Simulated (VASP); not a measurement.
Write the native input for VASP 6.6.1 that does the following.

* Task: relaxation of cell and atoms
* Functional: r2SCAN
* Dispersion: rVV10
* Potentials or basis: VASP PAW PBE potentials, release 64 (Li_sv, S)
* Cutoff: 600 eV
* k mesh: 8 × 8 × 8
* Occupations: gaussian, width 0.02 eV
* Spin: no spin polarisation
* Further INCAR settings: ALGO = Normal; EDIFF = 1e-07; IBRION = 2; EDIFFG = -0.005; NSW = 90; ISIF = 3

The structure of Li2S lies in POSCAR:

```
Li2S
1.0
    0.0000000000      2.8351678400      2.8351678400
    2.8351678400      0.0000000000      2.8351678400
    2.8351678400      2.8351678400      0.0000000000
Li S
2 1
Direct
    0.7500000000      0.7500000000      0.7500000000
    0.2500000000      0.2500000000      0.2500000000
    0.0000000000      0.0000000000      0.0000000000
```

The cell comes from a database or a generator and needn't be the stable form of this composition.

One way to write it, as run:

INCAR

```
SYSTEM = Li2S
  ALGO = Normal
  BPARAM = 11.95
  CPARAM = 0.0093
  EDIFF = 1E-7
  EDIFFG = -0.005
  ENCUT = 600
  IBRION = 2
  ISIF = 3
  ISMEAR = 0
  IVDW_NL = 2
  LASPH = .True.
  LCHARG = .False.
  LMIXTAU = .True.
  LREAL = .False.
  LUSE_VDW = .True.
  LWAVE = .False.
  METAGGA = R2SCAN
  NELM = 100
  NSW = 90
  PREC = Accurate
  SIGMA = 0.02
```

KPOINTS

```
k-points
0
Gamma
  8 8 8
  0 0 0
```

Potentials or basis: VASP PAW PBE potentials, release 64 (Li_sv, S).

Launch:

```bash
$ cat potpaw_PBE.64/Li_sv/POTCAR potpaw_PBE.64/S/POTCAR > POTCAR
$ mpirun -np 1 vasp_std > vasp.out
```

It gave:

```
Relaxed volume                         : 15.18 Å³/atom
Relaxed cell                           : a = 4.008 Å, b = 4.008 Å, c = 4.008 Å, α = 60.00°, β = 60.00°, γ = 60.00°
Space group after relaxing (to 0.05 Å) : Fm-3m (No. 225)
Energy gained by relaxing              : 0.0 meV/atom
Ionic steps                            : 2
Pressure after relaxing                : 0.0 GPa
Band gap on the k mesh                 : 3.78 eV, indirect (least direct gap 5.04 eV)
```

Caveat: the cutoff is under 1.25 times the usual one of these potentials, so pressure, stress and relaxed cells hold a basis-set (Pulay) error; the PAW data sets were made with another functional, which shifts forces and pressure a little.

It took 4 min on 1 thread of AMD EPYC 7R13 Processor (Zen 3) (shared host), peak memory 0.29 GiB.
